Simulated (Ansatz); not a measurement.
## Magnetic states of cobalt, simple cubic

Theory: Ansatz, DFT, PBE, plane waves (420 eV) with PAW, scalar-relativistic.

Each start was relaxed and then solved on a dense mesh, with Fermi-Dirac smearing of 0.05 eV (0.1 eV in a metal without spin) extrapolated to zero. Rows within 2 meV/atom of each other tie.

Task: Where does each start end, and how do the energies compare? Starts: ferromagnetic; non-magnetic.

Result: 
```json
{"start": "ferromagnetic", "ends": "ferromagnetic, net 1.88 μB per atom", "ΔE (meV/atom)": "0.0", "V (Å³/atom)": "12.81"}
{"start": "non-magnetic", "ends": "spin not included", "ΔE (meV/atom)": "274.3", "V (Å³/atom)": "11.93"}
```
